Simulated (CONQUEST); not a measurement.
Crystal: Pd.

```xyz
2
Lattice="2.7528 0.0000 0.0000 0.0000 2.7528 0.0000 0.0000 0.0000 3.8930" Properties=species:S:1:pos:R:3 pbc="T T T"
Pd    0.0000    0.0000    0.0000
Pd    1.3764    1.3764    1.9465
```

```yaml
Program: CONQUEST 1.3
Task: single point
Functional: PBE
Potentials_or_basis: PseudoDojo NC PBE, SZ, grid cutoff 120 Ha
k_mesh: 8 × 8 × 6
Occupations: fermi-dirac, width 0.05 eV
Spin: no spin polarisation
```

On this cell: pressure 26.5 GPa; largest force zero by symmetry; band gap on the k mesh none (metal or under the smearing width).

The same run follows on a disturbed copy (atoms of the box moved at random, drawn with an rms of 0.05 Å):

```
Pd
1.0
     2.75277    0.00000    0.00000
     0.00000    2.75277    0.00000
     0.00000    0.00000    3.89300
Pd
2
Direct
  0.00162 0.98348 0.98560
  0.51158 0.49727 0.49198
```

Question: What changes?

Answer: The energy (extrapolated to zero smearing) moves by +4.5 meV/atom; pressure 26.6 GPa; largest force 0.457 eV/Å; band gap on the k mesh none (metal or under the smearing width).

Forces in eV/Å, atoms in the order of the input:
```
Pd   0.154  0.214  0.362
Pd  -0.155 -0.213 -0.373
```

Caveats: the atomic basis is small; the basis of atomic orbitals isn't converged, which shifts pressures, moduli and gaps; so large a pressure means that the cell lies far from this level's equilibrium, or that cutoff or potentials fall short (some runs); the real-space grid breaks the cell's symmetry a little (some runs).
